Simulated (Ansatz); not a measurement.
**CuO (Tenorite) in Ansatz: the effect of strain**

The system is CuO (Tenorite).

```
Cu O
1.0
     2.25086   -1.64486    0.00000
     2.25086    1.64486    0.00000
    -0.82613    0.00000    5.05944
Cu O
2 2
Direct
  0.49680 0.00320 0.50000
  0.00320 0.49680 0.00000
  0.40560 0.57140 0.75370
  0.57140 0.40560 0.25370
```

Alike in all runs:

* Program: Ansatz 0.2.0
* Task: relaxation of the atoms
* Functional: PBE
* Potentials or basis: Ansatz PAW
* Cutoff: 420 eV (not typed: the program's choice for these potentials)
* k mesh: 8 × 8 × 5
* Occupations: fermi-dirac, width 0.05 eV
* Spin: no spin polarisation
* Kind of strain: biaxial

Each run relaxes the cell or the atoms first.

```csv
strain,pressure (GPa)
-0.04,22.0
-0.02,13.6
-0.01,9.9
0,6.7
0.01,?
0.02,1.0
0.04,-3.6
```

Problem. What does the run with strain 0.01 give?

Solution. Pressure 3.6 GPa.

Worked out: A parabola through the other rows of the pressure, of slope -287 GPa per unit of strain there, gives 3.6 GPa, against the run's 3.6.

Caveats: the run has no spin polarisation, though such a crystal can be magnetic; the thresholds are loose for stress.
